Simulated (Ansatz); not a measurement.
Independent-particle absorption of AlGa$_{3}$N$_{4}$ (P-43m, a = 4.465 Å, b = 4.465 Å, c = 4.465 Å, α = 90.00°, β = 90.00°, γ = 90.00°), no local fields or excitons, 0.1 eV broadening. Computed with DFT r2SCAN, scalar-relativistic, plane waves, PAW in Ansatz 0.2.0.

Cutoff 500 eV; k points 6×6×6 on the computed 8-atom cell (Γ-centred); Gaussian smearing, width 0.02 eV; no spin polarisation. The spectrum is summed on a 9×9×9 mesh.

```
Al Ga N
1.0
     4.46534    0.00000    0.00000
     0.00000    4.46534    0.00000
     0.00000    0.00000    4.46534
Al Ga N
1 3 4
Direct
  0.00000 0.00000 0.00000
  0.50000 0.50000 0.00000
  0.50000 0.00000 0.50000
  0.00000 0.50000 0.50000
  0.75535 0.75535 0.24465
  0.75535 0.24465 0.75535
  0.24465 0.75535 0.75535
  0.24465 0.24465 0.24465
```

```json
{"photon energy (eV)": "0.0", "ε2,xx": "0.00"}
{"photon energy (eV)": "0.4", "ε2,xx": "0.00"}
{"photon energy (eV)": "0.8", "ε2,xx": "0.00"}
{"photon energy (eV)": "1.2", "ε2,xx": "0.00"}
{"photon energy (eV)": "1.6", "ε2,xx": "0.00"}
{"photon energy (eV)": "2.0", "ε2,xx": "0.00"}
{"photon energy (eV)": "2.4", "ε2,xx": "0.00"}
{"photon energy (eV)": "2.8", "ε2,xx": "0.12"}
{"photon energy (eV)": "3.2", "ε2,xx": "0.80"}
{"photon energy (eV)": "3.6", "ε2,xx": "1.03"}
{"photon energy (eV)": "4.0", "ε2,xx": "1.20"}
{"photon energy (eV)": "4.4", "ε2,xx": "1.36"}
{"photon energy (eV)": "4.8", "ε2,xx": "1.53"}
{"photon energy (eV)": "5.2", "ε2,xx": "1.71"}
{"photon energy (eV)": "5.6", "ε2,xx": "1.95"}
{"photon energy (eV)": "6.0", "ε2,xx": "2.37"}
{"photon energy (eV)": "6.4", "ε2,xx": "4.74"}
{"photon energy (eV)": "6.8", "ε2,xx": "6.70"}
{"photon energy (eV)": "7.2", "ε2,xx": "7.36"}
{"photon energy (eV)": "7.6", "ε2,xx": "7.85"}
{"photon energy (eV)": "8.0", "ε2,xx": "7.52"}
{"photon energy (eV)": "8.4", "ε2,xx": "6.06"}
{"photon energy (eV)": "8.8", "ε2,xx": "4.83"}
{"photon energy (eV)": "9.2", "ε2,xx": "3.56"}
{"photon energy (eV)": "9.6", "ε2,xx": "4.14"}
{"photon energy (eV)": "10.0", "ε2,xx": "8.44"}
{"photon energy (eV)": "10.4", "ε2,xx": "6.93"}
{"photon energy (eV)": "10.8", "ε2,xx": "4.85"}
{"photon energy (eV)": "11.2", "ε2,xx": "3.93"}
{"photon energy (eV)": "11.6", "ε2,xx": "3.33"}
{"photon energy (eV)": "12.0", "ε2,xx": "6.01"}
{"photon energy (eV)": "12.4", "ε2,xx": "6.33"}
{"photon energy (eV)": "12.8", "ε2,xx": "6.13"}
{"photon energy (eV)": "13.2", "ε2,xx": "4.36"}
{"photon energy (eV)": "13.6", "ε2,xx": "3.17"}
{"photon energy (eV)": "14.0", "ε2,xx": "2.66"}
```

The strongest peak lies near 10.0 eV. ε∞ (xx, yy, zz) = 5.1, 5.1, 5.1.

Cost: 1 run of about 5.6 core-minutes, on Intel Xeon Processor @ 2.50GHz (Skylake/Cascade Lake) (shared hosts).